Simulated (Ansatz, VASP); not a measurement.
# KCl in VASP and in Ansatz

```xyz
2
Lattice="3.7705 0.0000 0.0000 0.0000 3.7705 0.0000 0.0000 0.0000 3.7705" Properties=species:S:1:pos:R:3 pbc="T T T"
K     0.0000    0.0000    0.0000
Cl    1.8852    1.8852    1.8852
```

Alike in both runs: functional r2SCAN; k mesh 6 × 6 × 6; no spin polarisation.

Ansatz relaxed the structure, and its values are those at the end. VASP's run is a single point on that final structure, the one shown.

```csv
,VASP,Ansatz
version,VASP 6.6.1,Ansatz 0.2.0
potentials or method,"VASP PAW PBE potentials, release 64 (K_sv, Cl)","scalar-relativistic, plane waves, PAW"
plane-wave cutoff (eV),520,500
occupations,"gaussian, width 0.01 eV",fixed
valence electrons in the cell,16,16
```

```csv
,VASP,Ansatz,Ansatz less VASP
gap on the k mesh at the Fermi level (eV),5.81,5.80,-0.006
least direct gap on the mesh (eV),6.03,6.02,-0.007
pressure (GPa),0.0,0.0,+0.04
```

Caveats: the PAW data sets were made with another functional, which shifts forces and pressure a little (VASP). A k mesh can miss the band edges.
